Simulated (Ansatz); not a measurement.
**KZnF3, response to strain**

The parent structure is KZnF₃ in the cubic perovskite structure (space group Pm-3m, No. 221).

```xyz
5
Lattice="4.0523 0.0000 0.0000 0.0000 4.0523 0.0000 0.0000 0.0000 4.0523" Properties=species:S:1:pos:R:3 pbc="T T T"
K      0.0000     0.0000     0.0000
Zn     2.0261     2.0261     2.0261
F      2.0261     0.0000     2.0261
F      0.0000     2.0261     2.0261
F      2.0261     2.0261     0.0000
```

Cartesian axes are those of the cell as printed.

Strains are applied to the cell and any free atomic positions relax; under biaxial strain the out-of-plane vector relaxes too.

Computed with Kohn–Sham DFT with the PBEsol functional, run in Ansatz (an electronic-structure program) with PAW and 420 eV plane waves, no spin-orbit coupling.

Notes on the quantities. energy relative to the base: free energy F.

```csv
"biaxial strain, plane normal [001], relaxed out of plane (%)",energy relative to the base (meV/atom)
-3,12.3
-2.4,7.8
-1.8,4.3
-0.6,?
0,0.0
```

Task: Fit ΔE = Aε² + Bε³ (ε in %) to the rows shown and predict the withheld row.

Result: Least squares on the printed values gives A = 1.28 and B = -0.029 meV/atom (largest residual 0.0 meV/atom); this predicts 0.5 meV/atom, and the run gives 0.5 meV/atom, in agreement.

Stability against distortions was not tested. Many cubic perovskites are stable only at high temperature; tilts and polar distortions were not tested.
